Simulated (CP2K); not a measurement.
Crystal: MoSe2.

```
Mo Se
1.0
     3.28800    0.00000    0.00000
    -1.64400    2.84749    0.00000
     0.00000    0.00000   12.90000
Mo Se
2 4
Direct
  0.66667 0.33333 0.75000
  0.33333 0.66667 0.25000
  0.66667 0.33333 0.37500
  0.33333 0.66667 0.87500
  0.66667 0.33333 0.12500
  0.33333 0.66667 0.62500
```

Base run:

```yaml
Program: CP2K 2026.2
Functional: RPBE
Dispersion: D3(BJ)+ATM
Potentials_or_basis: POTENTIAL_UZH Mo GTH-PBE-q14, Se GTH-PBE-q6; DZVP-MOLOPT-PBE-GTH basis
Density_cutoff: 6123 eV
k_mesh: 9 × 9 × 2
Occupations: fermi-dirac, width 0.05 eV
Spin: no spin polarisation
```

Its results: band gap on the k mesh 0.90 eV, indirect (least direct gap 1.39 eV); pressure -8.3 GPa; largest force 0.709 eV/Å.

**Question.** The run is repeated on the same cell with these changes: dispersion from D3(BJ)+ATM to D4. What comes out?

**Answer.** Band gap on the k mesh 0.90 eV, indirect (least direct gap 1.39 eV); pressure 5.0 GPa; largest force 1.356 eV/Å.

Caveats: the potentials were made for another functional, which shifts forces and pressure; an odd mesh through Γ misses points on the zone boundary, where band edges often lie; the cell's inner coordinates are idealised or old, which leaves forces on the atoms; the basis of atomic orbitals isn't converged, which shifts pressures, moduli and gaps.
